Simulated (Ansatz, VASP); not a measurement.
# Two plane-wave programs on SiC

```xyz
8
Lattice="3.2935 0.0000 0.0000 -1.6467 2.8523 0.0000 0.0000 0.0000 9.2697" Properties=species:S:1:pos:R:3 pbc="T T T"
Si    1.6468    0.9508    8.6934
Si    0.0000    1.9015    4.0585
Si    0.0000    0.0000    6.3766
Si    0.0000    0.0000    1.7418
C     1.6468    0.9508    6.9506
C     0.0000    1.9015    2.3157
C     0.0000    0.0000    4.6391
C     0.0000    0.0000    0.0042
```

Alike in both runs: task single point; functional PBEsol; k mesh 12 × 12 × 4; occupations gaussian, width 0.05 eV; no spin polarisation.

```csv
,VASP,Ansatz
version,VASP 6.6.1,Ansatz 0.2.0
potentials or method,"VASP PAW PBE potentials, release 64 (Si, C)","scalar-relativistic, plane waves, PAW"
plane-wave cutoff (eV),520,520
valence electrons in the cell,32,32
```

|  | VASP | Ansatz | Ansatz less VASP |
| --- | --- | --- | --- |
| gap on the k mesh at the Fermi level (eV) | 1.23 | 1.26 | +0.025 |
| least direct gap on the mesh (eV) | 2.11 | 2.12 | +0.009 |
| pressure (GPa) | -3.5 | -3.9 | -0.34 |
| largest component of the traceless stress (GPa) | 54.77 | 54.39 | -0.374 |
| rms of the force components (eV/Å) | 1.370 | 1.357 | -0.0133 |

Atom by atom the forces differ by 0.013 eV/Å (rms over components). Ansatz warned: «pseudo_functional_mismatch».

Caveats: the PAW data sets were made with another functional, which shifts forces and pressure a little (VASP). A k mesh can miss the band edges. PBEsol gaps usually lie below the measured ones, often by a third to a half.
